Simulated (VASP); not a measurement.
Sc, 5 atoms in the cell. The cell holds a slab with vacuum, 5 atoms: a = 3.211 Å, b = 3.211 Å, c = 24.082 Å, α = 90.00°, β = 90.00°, γ = 90.00°. The slab is cut from a database's or a generator's crystal, which needn't be the stable form of the element. The cell isn't the ideal one: the (1 0 0) slab of Sc, cut from the database cell, not relaxed.

```yaml
Program: VASP 6.6.1
Task: work function
Functional: PBE
Potentials_or_basis: VASP PAW PBE potentials, release 64 (Sc_sv)
Cutoff: 520 eV
k_mesh: 8 × 8 × 1
Occupations: gaussian, width 0.05 eV
Spin: no spin polarisation
Dipole_correction: yes
Further_INCAR_settings: ALGO = Fast; EDIFF = 1e-06
```

Potentials or basis: VASP PAW PBE potentials, release 64 (Sc_sv).

Run with:

```console
$ cat potpaw_PBE.64/Sc_sv/POTCAR > POTCAR
$ mpirun -np 1 vasp_std > vasp.out
```

Hardware: 1 thread of Intel(R) Xeon(R) 6975P-C (Granite Rapids), on a shared host.

Q: Estimate the wall time of this run.

A: It took 110 s on 1 thread of Intel(R) Xeon(R) 6975P-C (Granite Rapids) (shared host), peak memory 0.35 GiB. Counts: scf iterations 31, k points 15.
